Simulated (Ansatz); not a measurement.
# CO on C (001)

The task, for C: cut and relax a (001) slab, then find where and how strongly CO adsorbs.

Program: Ansatz 0.2.0. Level of theory: DFT PBE+D3(BJ), scalar-relativistic, plane waves, PAW. These are calculated values, not measurements.

2 further runs of the same task are left out: 2 set aside as unsound or not needed.

## 1. The system as given

It takes space group P6_3/mmc (No. 194, hexagonal). Conventional cell: a = 2.465 Å, b = 2.465 Å, c = 6.744 Å, α = 90.00°, β = 90.00°, γ = 120.00°. C (site symmetry -6m2) has 3 C at 1.42 Å as nearest neighbours.

As a file:

```cif
data_structure
_symmetry_space_group_name_H-M 'P6_3/mmc'
_symmetry_Int_Tables_number 194
_cell_length_a 2.4650
_cell_length_b 2.4650
_cell_length_c 6.7442
_cell_angle_alpha 90.000
_cell_angle_beta 90.000
_cell_angle_gamma 120.000
_cell_volume 35.49
loop_
_atom_site_label
_atom_site_type_symbol
_atom_site_symmetry_multiplicity
_atom_site_Wyckoff_symbol
_atom_site_fract_x
_atom_site_fract_y
_atom_site_fract_z
_atom_site_occupancy
C1 C 2 b 0.00000 0.00000 0.25000 1
C2 C 2 c 0.33333 0.66667 0.25000 1
```

It goes back to an entry of the Materials Project.

This cell was relaxed beforehand with the same method: volume 8.87 Å³/atom, gap on the mesh none (metal).

## 2. The slab

Miller indices refer to the conventional cell of the relaxed bulk, P6_3/mmc (No. 194): a = 2.465 Å, b = 2.465 Å, c = 6.744 Å, α = 90.00°, β = 90.00°, γ = 120.00°.

A (001) slab, 6.7 Å thick as cut, with 17 Å of vacuum; its outer planes are C (top) and C (bottom).

The slab as cut. Its planes from the bottom up:

```tsv
plane	atoms per cell	height over the lowest (Å)
1	C6	0.00
2	C6	3.37
3	C6	6.74
```

## 3. The clean surface, relaxed

The input, input.yaml:

```yaml
crystal:
  lattice:
    - [4.2694602813, 0.0, 0.0]
    - [-2.1347301407, 3.6974610641, 0.0]
    - [0.0, 0.0, 23.7441729792]
  atoms:
    - { symbol: C, position: [0.6666666667, 0.3333333333, 0.3579825672] }
    - { symbol: C, position: [0.0, 0.0, 0.3579825672] }
    - { symbol: C, position: [0.3333333333, 0.6666666667, 0.3579825672] }
    - { symbol: C, position: [0.3333333333, 0.3333333333, 0.3579825672] }
    - { symbol: C, position: [0.6666666667, 0.0, 0.3579825672] }
    - { symbol: C, position: [0.0, 0.6666666667, 0.3579825672] }
    - { symbol: C, position: [0.6666666667, 0.3333333333, 0.5] }
    - { symbol: C, position: [0.0, 0.0, 0.5] }
    - { symbol: C, position: [0.3333333333, 0.6666666667, 0.5] }
    - { symbol: C, position: [0.6666666667, 0.6666666667, 0.5] }
    - { symbol: C, position: [0.0, 0.3333333333, 0.5] }
    - { symbol: C, position: [0.3333333333, 0.0, 0.5] }
    - { symbol: C, position: [0.6666666667, 0.3333333333, 0.6420174328] }
    - { symbol: C, position: [0.0, 0.0, 0.6420174328] }
    - { symbol: C, position: [0.3333333333, 0.6666666667, 0.6420174328] }
    - { symbol: C, position: [0.3333333333, 0.3333333333, 0.6420174328] }
    - { symbol: C, position: [0.6666666667, 0.0, 0.6420174328] }
    - { symbol: C, position: [0.0, 0.6666666667, 0.6420174328] }
basis:
  ecutwfc: 420
kpoints:
  mp_grid: { grid: [9, 9, 1] }
hamiltonian:
  xc: pbe
  dispersion: d3bj
scf:
  occupations: { method: gaussian, width: 0.1 }
output:
  forces: true
  eigenvalues: true
  write_density: true
  write_potential: true
  elf: true
  volumetric_format: npy
relax:
  adjacent_minimum: "off"
  f_tol: 0.03
  max_steps: 70
  constraints: [{ sites: [0, 1, 2, 3, 4, 5] }]
efield:
  axis: 3
  dipole_correction: true
```

Launch:

```console
ansatz run input.yaml --threads 2 --pin off --max-ram 5120MiB --backend cpu --events-out ev --progress --plain --runs-dir out
```

The session goes on with these runs: CO put at a top (C) site; start: CO, hollow (nearest C); CO at the bridge (C-C) site.

Before running it: what results should come out? Wanted: clean slab: work function; clean slab: gap on the mesh; CO: lowest end.

The runs gave:

| quantity | value |
| --- | --- |
| clean slab: work function | 4.28 eV |
| clean slab: gap on the mesh | 7 meV, too small against the smearing to count |
| CO: lowest end | E_ads -0.17 eV, from the bridge (C-C) start, 0 bonded, 3.14 Å high |

What this shows: CO binds with 0.17 eV at best, as in physisorption or a weak bond; the ends span 0.05 eV. A start on a symmetric site keeps its symmetry, so an end may be a saddle point and not a minimum. The final runs have no spin polarisation, so no magnetic state was tried and one may lie lower.
